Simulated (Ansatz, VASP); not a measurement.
One calculation of Se, two programs

```
Se
1.0
     4.30719    0.00000    0.00000
    -2.15360    3.73014    0.00000
     0.00000    0.00000    4.88665
Se
3
Direct
  0.22540 0.00000 0.33333
  0.00000 0.22540 0.66667
  0.77460 0.77460 0.00000
```

Change from the starting cell: volume scaled by 0.96.

Alike in both runs: task single point; functional LDA; k mesh 6 × 6 × 5; occupations fermi-dirac, width 0.03 eV; no spin polarisation.

|  | VASP | Ansatz |
| --- | --- | --- |
| version | VASP 6.6.1 | Ansatz 0.2.0 |
| potentials or method | VASP PAW LDA potentials, release 64 (Se), cutoff 520 eV | all-electron LAPW, scalar-relativistic |

VASP gave:

| Item | Value |
| --- | --- |
| gap on the k mesh at the Fermi level (eV) | 1.16 |
| pressure (GPa) | 1.4 |
| largest component of the traceless stress (GPa) | 1.95 |
| rms of the force components (eV/Å) | 0.407 |

Problem. Which values does Ansatz return?

Solution. gap on the k mesh at the Fermi level (eV): 1.17; pressure (GPa): 1.2; largest component of the traceless stress (GPa): 1.84; rms of the force components (eV/Å): 0.372.

Atom by atom the forces differ by 0.035 eV/Å (rms over components). Ansatz ran all-electron here, so the differences hold the error of VASP's frozen core and of both bases.

Caveats: an odd mesh through Γ misses points on the zone boundary, where band edges often lie.
